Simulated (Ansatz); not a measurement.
Molecular dynamics on a 2×2×1 supercell (16 atoms) of ZnSe (NiAs type), relaxed with r2SCAN. Forces come from r2SCAN in the plane-wave code Ansatz: Langevin thermostat and barostat (NPT), 300 K, steps of 1 fs. Computed, non-magnetic; the trajectory is short and the cell small, so nothing here is a converged average. The structure comes from a prototype and may be hypothetical.

```yaml
crystal:
  lattice:
    - [7.5593395198, -1.0e-10, 0.0]
    - [-3.7796697598, 6.54658006, 0.0]
    - [0.0, 0.0, 6.1318974016]
  atoms:
    - { symbol: Zn, position: [0.0, 0.0, 0.0] }
    - { symbol: Zn, position: [0.0, 0.0, 0.5] }
    - { symbol: Se, position: [0.1666666667, 0.3333333333, 0.25] }
    - { symbol: Se, position: [0.3333333333, 0.1666666667, 0.75] }
    - { symbol: Zn, position: [0.0, 0.5, 0.0] }
    - { symbol: Zn, position: [0.0, 0.5, 0.5] }
    - { symbol: Se, position: [0.1666666667, 0.8333333333, 0.25] }
    - { symbol: Se, position: [0.3333333333, 0.6666666667, 0.75] }
    - { symbol: Zn, position: [0.5, 0.0, 0.0] }
    - { symbol: Zn, position: [0.5, 0.0, 0.5] }
    - { symbol: Se, position: [0.6666666667, 0.3333333333, 0.25] }
    - { symbol: Se, position: [0.8333333333, 0.1666666667, 0.75] }
    - { symbol: Zn, position: [0.5, 0.5, 0.0] }
    - { symbol: Zn, position: [0.5, 0.5, 0.5] }
    - { symbol: Se, position: [0.6666666667, 0.8333333333, 0.25] }
    - { symbol: Se, position: [0.8333333333, 0.6666666667, 0.75] }
kpoints:
  mp_grid: { grid: [3, 3, 2] }
hamiltonian:
  xc: r2scan
scf:
  occupations: { method: fermi_dirac, width: 0.026 }
md:
  ensemble: npt_langevin
  temperature: 300
  timestep: 1.0
  n_steps: 40
  initial_velocities: maxwell_boltzmann
  seed: 9440
```

Command: `ansatz run input.yaml --threads 4 --pin off --max-ram 3686MiB --backend cpu --events-out ev --progress --plain --runs-dir out`. It ended after 7.6 min on 4 threads of Arm Neoverse N1, on a shared host, load about 1.0 per core; peak host memory 2.3 GiB.

| step | t (fs) | T (K) | free energy F from step 0 (meV/atom) | kinetic energy (meV/atom) | pressure (GPa) | volume (Å³/atom) | largest force (eV/Å) |
| --- | --- | --- | --- | --- | --- | --- | --- |
| 0 | 0 | 281 | 0.0 | 36.4 | 0.17 | 18.97 | 0.00 |
| 1 | 1 | 295 | 0.0 | 38.1 | 0.18 | 18.96 | 0.03 |
| 2 | 2 | 311 | 0.1 | 40.2 | 0.20 | 18.96 | 0.07 |
| 3 | 3 | 328 | 0.3 | 42.4 | 0.21 | 18.97 | 0.10 |
| 4 | 4 | 328 | 0.5 | 42.4 | 0.19 | 18.97 | 0.14 |
| 5 | 5 | 312 | 0.7 | 40.3 | 0.16 | 18.98 | 0.18 |
| 6 | 6 | 322 | 1.1 | 41.7 | 0.14 | 18.99 | 0.21 |
| 7 | 7 | 321 | 1.4 | 41.5 | 0.11 | 19.00 | 0.25 |
| 8 | 8 | 295 | 1.9 | 38.1 | 0.06 | 19.01 | 0.28 |
| 9 | 9 | 286 | 2.4 | 37.0 | 0.02 | 19.02 | 0.31 |

The temperature goes from 281 K to 286 K in 9 fs. The job's limit cut the run after 9 of 40 steps.

Positions (Å) and forces (eV/Å) at step 9:
```
cell (Å): 7.566 0.000 0.000; -3.783 6.552 0.000; 0.000 0.000 6.137
Zn   0.001  -0.010   0.001     0.020   0.090  -0.133
Zn   0.002  -0.013   3.043     0.026   0.105   0.160
Se   0.010   2.153   1.527    -0.072   0.272  -0.040
Se   1.869   1.081   4.580     0.144   0.007   0.056
Zn  -1.904   3.292  -0.006     0.036  -0.043   0.136
Zn  -1.880   3.285   3.080     0.019  -0.040  -0.129
Se  -1.902   5.487   1.540     0.097  -0.271  -0.098
Se  -0.015   4.356   4.593     0.134   0.127   0.094
Zn   3.779  -0.006   0.020    -0.034   0.093  -0.106
Zn   3.802  -0.023   3.086    -0.068   0.108   0.114
Se   3.778   2.187   1.521     0.086  -0.020   0.029
Se   5.677   1.135   4.603    -0.080  -0.304  -0.003
Zn   1.929   3.291   0.033    -0.099  -0.144  -0.068
Zn   1.909   3.295   3.072    -0.074  -0.169   0.044
Se   1.901   5.462   1.553    -0.119   0.012  -0.098
Se   3.769   4.347   4.595    -0.016   0.178   0.045
```
